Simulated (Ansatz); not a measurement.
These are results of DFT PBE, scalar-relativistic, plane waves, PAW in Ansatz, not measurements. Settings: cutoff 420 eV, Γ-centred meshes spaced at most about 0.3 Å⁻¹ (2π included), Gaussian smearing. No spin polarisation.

These are static total energies at zero pressure.

Problem. Order these relaxed structures of AlGa₂N₃ by energy, lowest first, with the energy over the lowest of them.
A.

```
CELL_PARAMETERS angstrom
-1.59232 1.59232 6.73581
1.59232 -1.59232 6.73581
1.59232 1.59232 -6.73581
ATOMIC_POSITIONS crystal
Al 0.50000 0.50000 0.00000
Ga 0.83539 0.83539 0.00000
Ga 0.16461 0.16461 0.00000
N 0.42152 0.92152 0.50000
N 0.07848 0.57848 0.50000
N 0.75000 0.25000 0.50000
```

B.

```
CELL_PARAMETERS angstrom
2.97186 0.00000 0.00000
-1.48593 2.57371 0.00000
0.00000 0.00000 7.28632
ATOMIC_POSITIONS crystal
Al 0.00000 0.00000 0.00000
Ga 0.33333 0.66667 0.67000
Ga 0.66667 0.33333 0.33000
N 0.66667 0.33333 0.84254
N 0.00000 0.00000 0.50000
N 0.33333 0.66667 0.15746
```

Solution. A (0 meV/atom), B (382 meV/atom). Forms: A I-4m2; B P-3m1. Counting N atoms around Al and Ga (those within 1.25 times the shortest such distance or 1.15 times the sum of covalent radii, 1.27 where that leaves under three): A has Al 4, Ga 4; B has Al 6, Ga 6. Both come from invented guesses. Shaken at random and relaxed again, A came back.

Cells without such a test can be saddle points. Some structure types and database cells were kept out of the candidates from the start, so a known form may be missing.
